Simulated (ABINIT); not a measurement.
Input of an ABINIT 10.8.3 (patched build) run:

File run.abi:

```
# Pseudopotentials
pp_dirpath "./"
pseudos "W.upf, S.upf"

# Structure
acell 6.4273633094 6.4273633094 6.4273633094 Angstrom
rprim
     0.2456683906     0.1418367115     0.9589209504
    -0.2456683906     0.1418367115     0.9589209504
     0.0000000000    -0.2836734229     0.9589209504
ntypat 2
znucl 74 16
natom 3
typat 1 2 2
xcart
     0.0000000000     0.0000000000     0.0000000000
     0.0000000000     0.0000000001    20.3007419416
     0.0000000000     0.0000000001    26.2162593439

# Plane-wave basis
ecut 31.0

# k points
kptopt 1
ngkpt 8 8 8
nshiftk 1
shiftk 0.0 0.0 0.0

# Exchange and correlation
ixc -116133

# Bands and occupations
nband 17
occopt 3
tsmear 0.00183747

# SCF cycle
nstep 100
tolvrs 1.0e-10

# Output
iomode 3
prtwf 0
prtden 0
prteig 0
prtebands 0
```

Potentials or basis: PseudoDojo NC SR PBEsol v0.4.1 standard.

Launch:

```bash
$ mpirun --bind-to none -np 4 abinit run.abi > log 2>&1
```

(1) Predict the largest force.

(2) What does it give for the pressure?

(3) Predict the band gap on the k mesh.

Answers

(1) 0.599 eV/Å.

(2) -0.7 GPa.

(3) 1.12 eV, indirect (least direct gap 2.29 eV).

Caveat: the cutoff is short for stress, so the pressure is rough; spin-orbit coupling is left out, which moves the levels of the heavy elements.
